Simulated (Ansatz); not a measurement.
CsH under changes of volume

One of the cells (32.401 Å³/atom); the others are scaled copies at fixed shape and fractional positions:

```
Cs H
1.0
     0.00000    3.18800    3.18800
     3.18800    0.00000    3.18800
     3.18800    3.18800    0.00000
Cs H
1 1
Cartesian
  0.0000 0.0000 0.0000
  3.1880 3.1880 3.1880
```

```yaml
Program: Ansatz 0.2.0
Functional: LDA
Potentials_or_basis: Ansatz PAW
Cutoff: "420 eV (not typed: the program's choice for these potentials)"
k_mesh: 6 × 6 × 6
Occupations: fermi-dirac, width 0.05 eV
Spin: no spin polarisation
```

| volume (Å³/atom) | energy over the lowest point (meV/atom) | pressure (GPa) | gap on the mesh (eV) |
| --- | --- | --- | --- |
| 30.457 | 0.00 | -0.8 | 1.87 |
| 31.105 | 3.43 | -0.9 | 1.90 |
| 31.753 | ? | ? | ? |
| 32.401 | 12.34 | -1.3 | 1.95 |
| 33.049 | 17.66 | -1.4 | 1.98 |
| 33.697 | 23.51 | -1.5 | 2.00 |
| 34.345 | 29.81 | -1.6 | 2.02 |

Task: What does the run at 31.753 Å³/atom give?

Result: Energy over the lowest point 7.57 meV/atom; pressure -1.1 GPa; gap on the mesh 1.93 eV.

Worked out: A Birch-Murnaghan fit of order 3 (a polynomial in V^(-2/3)) to the other rows has no minimum within the range. It gives 7.57 meV/atom at 31.753 Å³/atom, against the run's 7.57, and -dE/dV = -1.1 GPa, against -1.1. A straight line through the other rows of the gap, of slope 1.26 eV per unit of ln V (its deformation potential), gives 1.92 eV, against the run's 1.93.

Energies are extrapolated to zero smearing.

Caveats: spin-orbit coupling is left out, which moves the levels of the heavy elements; the PAW data sets come from PBE, with cores solved anew for the run's functional, which leaves a small shift of forces and pressure.

A mesh can miss the band edges.
